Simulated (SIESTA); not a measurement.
The system is SrO.

```xyz
2
Lattice="0.0000 2.5663 2.5663 2.5663 0.0000 2.5663 2.5663 2.5663 0.0000" Properties=species:S:1:pos:R:3 pbc="T T T"
Sr    2.5663    2.5663    2.5663
O     0.0000    0.0000    0.0000
```

* Program: SIESTA 5.4.2
* Task: relaxation of cell and atoms
* Functional: RPBE
* Potentials or basis: PseudoDojo 0.4 standard (PBE files)
* Basis: DZP (energy shift 0.002 Ry; d shell added on Sr)
* Grid cutoff: 800 Ry
* Energy shift: 0.002 Ry
* k mesh: 9 × 9 × 9
* Occupations: fermi-dirac, width 0.05 eV
* Spin: no spin polarisation

At the start: pressure 7.1 GPa; volume 16.90 Å³/atom.

Question: How do energy, volume and symmetry change on relaxing?

Answer: Over 4 steps the energy falls by 26.7 meV/atom and the volume is 18.20 Å³/atom (+7.7 %); space group Fm-3m (No. 225, to 0.05 Å).

The path:
```tsv
step	energy change (eV)	largest force (eV/Å)	pressure (GPa)	volume (Å³)
1	0.0000	0.0000	7.11	33.80
2	-0.0387	0.0000	3.47	34.99
3	-0.0512	0.0000	-1.22	36.94
4	-0.0534	0.0000	-0.05	36.40
```

Final structure:
```
Sr O
1.0
    -0.00002    2.63049    2.63049
     2.63049   -0.00002    2.63049
     2.63049    2.63049   -0.00002
Sr O
1 1
Direct
  0.50000 0.50000 0.50000
  0.00000 0.00000 0.00000
```

Caveat: semicore shells carry a single zeta, which can move pressures by several GPa and volumes by a few percent; the potentials were made for another functional, which shifts forces and pressure; the basis of atomic orbitals isn't converged, which shifts pressures, moduli and gaps.
